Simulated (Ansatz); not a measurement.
NaF (rocksalt), relaxed with r2SCAN: the symmetry is Fm-3m (No. 225, cubic); conventional cell a = 4.594 Å, 12.12 Å³ an atom. Na is surrounded by 6 F at 2.30 Å; F is surrounded by 6 Na at 2.30 Å. One-shot G0W0@PBE in the PAW code Ansatz on a 6×6×6 mesh (contour deformation, no spin-orbit coupling), from a PBE gap of 6.456 eV over the mesh points (the G0W0 gap is direct on the mesh); the number N of bands summed and the screening cutoff rise together. Calculated for a static, non-magnetic cell.

| N | cutoff (eV) | 1000/N | G0W0 gap (eV) |
| --- | --- | --- | --- |
| 63 | 100 | 15.873 | 10.494 |
| 140 | 180 | 7.143 | 10.687 |

**Lay a straight line in 1000/N through these rows.** The slope is -0.0221 eV per unit of 1000/N and the intercept 10.845 eV.

**Predict the gap at N = 265 (260 eV).** 10.845 + (-0.0221) × 3.774 = 10.762 eV; the run gives 10.825 eV, +0.063 eV from the line.

**With that run's result added, what limit do the last two rows suggest?** Their slope is (10.825 − 10.687)/(3.774 − 7.143) = -0.0410, which meets 1/N = 0 at 10.98 eV, against 10.845 eV from the first line. The slope steepens, so 1/N isn't yet asymptotic and the true limit probably lies higher still; the k mesh isn't extrapolated.
